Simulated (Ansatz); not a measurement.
# Cu: a line through a two-coordinate scan, part 1 of 2

How does the energy of Cu (I4/mmm, No. 139; 1 atom in the cell) vary with volume per atom, at c/a of the conventional cell = 0.938?

Program: Ansatz 0.2.0. Level of theory: DFT PBE, scalar-relativistic, plane waves, PAW. These are calculated values, not measurements.

17 further runs of the same task are left out: 17 set aside as unsound or not needed.

**1. The system as given**

The structure is tetragonal, space group I4/mmm (No. 139). Conventional cell: a = 2.947 Å, b = 2.947 Å, c = 2.764 Å, α = 90.00°, β = 90.00°, γ = 90.00°. Cu (site symmetry 4/mmm) has 10 Cu at 2.50 to 2.76 Å as nearest neighbours.

Coordinates:

```
Cu
1.0
    -1.47326    1.47326    1.38198
     1.47326   -1.47326    1.38198
     1.47326    1.47326   -1.38198
Cu
1
Direct
  0.00000 0.00000 0.00000
```

It goes back to an entry of the Materials Project, which need not be the stable form.

It is the result of an earlier relaxation at this level (volume 12.00 Å³/atom; gap on the mesh: none (metal)).

**2. What is varied**

The energy is mapped over volume and the cell's shape.

First coordinate, volume per atom: 7 values from 10.08 to 13.92 Å³. Second coordinate, c/a of the conventional cell: 7 values from 0.832 to 1.058.

Nothing else is relaxed (symmetry fixes all fractional coordinates). Energies count from the relaxed crystal. Points are written as (first, second).

**3. The run at (10.08 Å³, 0.938)**

Input file input.yaml:

```yaml
crystal:
  lattice:
    - [-1.3900968797, 1.3900968797, 1.3039691503]
    - [1.3900968797, -1.3900968797, 1.3039691503]
    - [1.3900968797, 1.3900968797, -1.3039691503]
  atoms:
    - { symbol: Cu, position: [0.0, 0.0, 0.0] }
basis:
  ecutwfc: 520.0
kpoints:
  mp_grid: { grid: [24, 24, 24] }
hamiltonian:
  xc: pbe
  pseudopotentials: { kind: paw, azcp: { folder: soft_1 } }
scf:
  occupations: { method: gaussian, width: 0.15 }
output:
  forces: true
  stress: true
  eigenvalues: true
```

Started as:

```bash
$ ansatz run input.yaml --threads 1 --pin off --max-ram 2048MiB --backend cpu --events-out ev --progress --plain --runs-dir out
```

Log (excerpt; [...] marks lines left out):

```text
Warning: RAYON_NUM_THREADS=1 ignored (pool sized by the plan → 1); use --threads N
[...]
Pseudopotentials: kind: paw
Pseudopotential: Cu, paw, valence charge 19, recommended cutoff 420 eV (normal), <dir>
Functional definition: PBE
[...]
Crystal: 1 atoms, lattice volume = 10.079 Å³
Basis set: ecut = 520 eV, 281 PW (Γ), exchange–correlation on 36×36×36 points (8 copies of the dense FFT grid, shifted against one another)
Bands: 14, of which v1, the nominal top of the filled ones, is band 10 counted from 1 (9 counted from 0)
Symmetry: 16 space group operations
Space group: I4/mmm (ITA 139), of the structure as read, at distance tolerance 2.2e-5 Å
k-points: 1063 of 13824
[...]
SCF iter   1: F=—  HF=-6625.918098 eV  |F-HF|=—  |Δ(HF+E_count)|=         —  Δρ=2.82e-1  dr2=4.67e0  ethr=3.10e-3  ⟨swp⟩=5.0  Hψ=78984  notcnv=0
[...]
SCF iter   7: F=-6624.962125 eV  HF=-6624.962125 eV  |F-HF|=5.55e-11  |Δ(HF+E_count)|=   2.80e-8  Δρ=1.88e-6  dr2=1.96e-10  ethr=2.14e-11  ⟨swp⟩=3.0  Hψ=39430  notcnv=0
[...]
SCF converged after 7 iterations
Free energy (F): -6624.962125 eV
[...]
E sigma→0 (E₀):  -6624.960281 eV
Entropy (-TS):   -0.003689 eV (-3.689 meV/atom)
Fermi energy:    20.018942 eV
[...]
--- Forces (eV/Å), atoms counted from 1 ---
  atom   1  Cu     0.00000000     0.00000000     0.00000000
[...]
--- Stress (GPa, compression-positive) ---
       37.210811       0.000000       0.000000
        0.000000      37.210811       0.000000
        0.000000       0.000000      38.374215
  P = ⅓ Tr σ = 37.5986 GPa (375.986 kbar)
--- Band table (eV; the first three rows and the last of 1063) ---
  k-point 0: bands = ["-93.0383", "-50.3011", "-50.2952", "-50.2952", "9.2956", "16.1311", "16.4582", "16.4582", "17.4247", "17.7756", "45.9220", "45.9220", "47.7578", "50.5851"]
[...]
```

Wall time 14 s (1 thread of Arm Neoverse V1, shared host); peak memory 0.46 GiB.

On the map this point reads 189 meV/atom.

**4. Grid point (10.72 Å³, 0.938)**

Edit input.yaml of step 3 so:

```diff
@@ -2,5 +2,5 @@
   lattice:
-    - [-1.3900968797, 1.3900968797, 1.3039691503]
-    - [1.3900968797, -1.3900968797, 1.3039691503]
-    - [1.3900968797, 1.3900968797, -1.3039691503]
+    - [-1.4189181492, 1.4189181492, 1.3310047094]
+    - [1.4189181492, -1.4189181492, 1.3310047094]
+    - [1.4189181492, 1.4189181492, -1.3310047094]
   atoms:
```

Started as:

```bash
$ ansatz run input.yaml --threads 1 --pin off --max-ram 2048MiB --backend cpu --events-out ev --progress --plain --runs-dir out
```

Log (excerpt; [...] marks lines left out):

```text
Warning: RAYON_NUM_THREADS=1 ignored (pool sized by the plan → 1); use --threads N
[...]
Pseudopotentials: kind: paw
Pseudopotential: Cu, paw, valence charge 19, recommended cutoff 420 eV (normal), <dir>
Functional definition: PBE
[...]
Crystal: 1 atoms, lattice volume = 10.719 Å³
Basis set: ecut = 520 eV, 297 PW (Γ), exchange–correlation on 36×36×36 points (8 copies of the dense FFT grid, shifted against one another)
Bands: 14, of which v1, the nominal top of the filled ones, is band 10 counted from 1 (9 counted from 0)
Symmetry: 16 space group operations
Space group: I4/mmm (ITA 139), of the structure as read, at distance tolerance 2.2e-5 Å
k-points: 1063 of 13824
[...]
SCF iter   1: F=—  HF=-6626.022635 eV  |F-HF|=—  |Δ(HF+E_count)|=         —  Δρ=2.76e-1  dr2=4.81e0  ethr=3.10e-3  ⟨swp⟩=5.0  Hψ=77848  notcnv=0
[...]
SCF iter   7: F=-6625.077037 eV  HF=-6625.077037 eV  |F-HF|=4.73e-11  |Δ(HF+E_count)|=   4.39e-8  Δρ=1.93e-6  dr2=2.17e-10  ethr=3.55e-11  ⟨swp⟩=3.1  Hψ=39998  notcnv=0
[...]
SCF converged after 7 iterations
Free energy (F): -6625.077037 eV
[...]
E sigma→0 (E₀):  -6625.075026 eV
Entropy (-TS):   -0.004021 eV (-4.021 meV/atom)
Fermi energy:    18.522386 eV
[...]
--- Forces (eV/Å), atoms counted from 1 ---
  atom   1  Cu    -0.00000000     0.00000000    -0.00000000
[...]
--- Stress (GPa, compression-positive) ---
       20.630049      -0.000000       0.000000
       -0.000000      20.630049      -0.000000
        0.000000       0.000000      21.297427
  P = ⅓ Tr σ = 20.8525 GPa (208.525 kbar)
--- Band table (eV; the first three rows and the last of 1063) ---
  k-point 0: bands = ["-94.3407", "-51.6262", "-51.6206", "-51.6206", "8.3317", "14.9003", "15.1985", "15.1985", "16.0836", "16.4019", "43.8294", "43.8294", "45.6318", "48.1362"]
[...]
```

Wall time 14 s (1 thread of Arm Neoverse V1, shared host); peak memory 0.47 GiB.

On the map this point reads 75 meV/atom.

**5. Grid point (11.36 Å³, 0.938)**

Edit input.yaml of step 4 so:

```diff
@@ -2,5 +2,5 @@
   lattice:
-    - [-1.4189181492, 1.4189181492, 1.3310047094]
-    - [1.4189181492, -1.4189181492, 1.3310047094]
-    - [1.4189181492, 1.4189181492, -1.3310047094]
+    - [-1.4465714014, 1.4465714014, 1.3569446193]
+    - [1.4465714014, -1.4465714014, 1.3569446193]
+    - [1.4465714014, 1.4465714014, -1.3569446193]
   atoms:
```

Started as:

```bash
$ ansatz run input.yaml --threads 1 --pin off --max-ram 2048MiB --backend cpu --events-out ev --progress --plain --runs-dir out
```

Log (excerpt; [...] marks lines left out):

```text
[...]
SCF converged after 7 iterations
Free energy (F): -6625.134854 eV
[...]
E sigma→0 (E₀):  -6625.132709 eV
Entropy (-TS):   -0.004290 eV (-4.290 meV/atom)
Fermi energy:    17.201500 eV
[...]
--- Forces (eV/Å), atoms counted from 1 ---
  atom   1  Cu     0.00000000    -0.00000000     0.00000000
[...]
--- Stress (GPa, compression-positive) ---
        8.705797       0.000000       0.000000
        0.000000       8.705797      -0.000000
        0.000000       0.000000       8.959647
  P = ⅓ Tr σ = 8.7904 GPa (87.904 kbar)
--- Band table (eV; the first three rows and the last of 1063) ---
  k-point 0: bands = ["-95.4943", "-52.7977", "-52.7922", "-52.7922", "7.4874", "13.8071", "14.0803", "14.0803", "14.8947", "15.1852", "41.9324", "41.9324", "43.7137", "45.9366"]
[...]
```

Run time: 14 s. Hardware: 1 thread of Arm Neoverse V1, shared host; peak memory 0.48 GiB.

On the map this point reads 17 meV/atom.

**6. Variant: dispersion d3bjatm, ecutwfc left out**

Edit input.yaml of step 5 so:

```diff
@@ -7,4 +7,2 @@
     - { symbol: Cu, position: [0.0, 0.0, 0.0] }
-basis:
-  ecutwfc: 520.0
 kpoints:
@@ -14,2 +12,3 @@
   pseudopotentials: { kind: paw, azcp: { folder: soft_1 } }
+  dispersion: d3bjatm
 scf:
@@ -18,3 +17,3 @@
   forces: true
+  eigenvalues: true
   stress: true
-  eigenvalues: true
```

Started as:

```bash
$ ansatz run input.yaml --threads 1 --pin off --max-ram 2048MiB --backend cpu --events-out ev --progress --plain --runs-dir out
```

Log (excerpt; [...] marks lines left out):

```text
Warning: RAYON_NUM_THREADS=1 ignored (pool sized by the plan → 1); use --threads N
[...]
Pseudopotentials: kind: paw
Pseudopotential: Cu, paw, valence charge 19, recommended cutoff 420 eV (normal), <dir>
Functional definition: PBE
[...]
Crystal: 1 atoms, lattice volume = 11.358 Å³
Basis set: ecut = 420 eV, 225 PW (Γ), exchange–correlation on 36×36×36 points (8 copies of the dense FFT grid, shifted against one another)
Bands: 14, of which v1, the nominal top of the filled ones, is band 10 counted from 1 (9 counted from 0)
Symmetry: 16 space group operations
Space group: I4/mmm (ITA 139), of the structure as read, at distance tolerance 2.2e-5 Å
k-points: 1063 of 13824
[...]
SCF iter   1: F=—  HF=-6626.588307 eV  |F-HF|=—  |Δ(HF+E_count)|=         —  Δρ=2.70e-1  dr2=4.92e0  ethr=3.10e-3  ⟨swp⟩=4.8  Hψ=69849  notcnv=0
[...]
SCF iter   7: F=-6625.662486 eV  HF=-6625.662486 eV  |F-HF|=4.55e-12  |Δ(HF+E_count)|=   1.34e-8  Δρ=3.60e-7  dr2=6.47e-12  ethr=1.36e-10  ⟨swp⟩=3.0  Hψ=39411  notcnv=0
[...]
SCF converged after 7 iterations
Free energy (F): -6625.662486 eV
[...]
E sigma→0 (E₀):  -6625.660342 eV
Entropy (-TS):   -0.004289 eV (-4.289 meV/atom)
Fermi energy:    17.207918 eV
[...]
--- Forces (eV/Å), atoms counted from 1 ---
  atom   1  Cu     0.00000000     0.00000000     0.00000000
[...]
--- Stress (GPa, compression-positive) ---
        1.935376       0.000000      -0.000000
        0.000000       1.935376      -0.000000
        0.000000       0.000000       2.171086
  P = ⅓ Tr σ = 2.0139 GPa (20.139 kbar)
--- Band table (eV; the first three rows and the last of 1063) ---
  k-point 0: bands = ["-95.4853", "-52.7884", "-52.7829", "-52.7829", "7.4907", "13.8145", "14.0878", "14.0878", "14.9027", "15.1935", "41.9365", "41.9365", "43.7179", "45.9525"]
[...]
```

Wall time 12 s (1 thread of Arm Neoverse V1, shared host); peak memory 0.44 GiB.

```
    run     ending                                     energy change  pressure (GPa)  gap (eV)  force (eV/Å)  cycles  time
 step 5  converged                                                 0             8.8      0.00          0.00       7  14 s
variant  converged  -527.6 meV/atom (offset of the dispersion model)             2.0      0.00          0.00       7  12 s
```

Changing the dispersion term and cutoff moves the energy by -527.6 meV/atom, and the pressure goes from 8.8 to 2.0 GPa.

(Continued in part 2 of 2.)
